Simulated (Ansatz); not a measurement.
# Zr: the cost of one run

Computed with Ansatz 0.2.0 (DFT PBEsol, scalar-relativistic, unless a step's input says otherwise).

## (1) The structure to begin with

The structure is cubic, space group Im-3m (No. 229). Conventional cell: a = 3.620 Å, b = 3.620 Å, c = 3.620 Å, α = 90.00°, β = 90.00°, γ = 90.00°. Zr (site symmetry m-3m) is surrounded by 8 Zr at 3.14 Å.

Coordinates:

```cif
data_structure
_symmetry_space_group_name_H-M 'Im-3m'
_symmetry_Int_Tables_number 229
_cell_length_a 3.6200
_cell_length_b 3.6200
_cell_length_c 3.6200
_cell_angle_alpha 90.000
_cell_angle_beta 90.000
_cell_angle_gamma 90.000
_cell_volume 47.44
loop_
_atom_site_label
_atom_site_type_symbol
_atom_site_symmetry_multiplicity
_atom_site_Wyckoff_symbol
_atom_site_fract_x
_atom_site_fract_y
_atom_site_fract_z
_atom_site_occupancy
Zr1 Zr 2 a 0.00000 0.00000 0.00000 1
```

The file gives the conventional cell by its symmetry; the runs use the cell typed in the input.

## (2) Volume × 0.96, LAPW

input.yaml reads:

```yaml
crystal:
  lattice:
    - [-1.7855375418, 1.7855375418, 1.7855375418]
    - [1.7855375418, -1.7855375418, 1.7855375418]
    - [1.7855375418, 1.7855375418, -1.7855375418]
  atoms:
    - { symbol: Zr, position: [0.0, 0.0, 0.0] }
kpoints:
  mp_grid: { grid: [14, 14, 14] }
  band_path:
    path:
      - [0.0, 0.0, 0.0]
      - [0.5, -0.5, 0.5]
      - [0.0, 0.0, 0.5]
      - [0.0, 0.0, 0.0]
      - [0.25, 0.25, 0.25]
      - [0.5, -0.5, 0.5]
      - [0.25, 0.25, 0.25]
      - [0.0, 0.0, 0.5]
    npoints: 5
scf:
  occupations: { method: fermi_dirac, width: 0.08 }
hamiltonian:
  xc: pbesol
  pseudopotentials: { kind: all_electron, lapw: { basis_error: 0.0005 } }
output:
  forces: true
  stress: true
  eigenvalues: true
```

Started as:

```console
ansatz run input.yaml --threads 1 --pin off --max-ram 3072MiB --backend cpu --events-out ev --progress --plain --runs-dir out
```

What time and memory should one allow on 1 thread of Intel Xeon Platinum 8488C (Sapphire Rapids), shared host?

About 6.7 s, with a peak of 0.33 GiB.
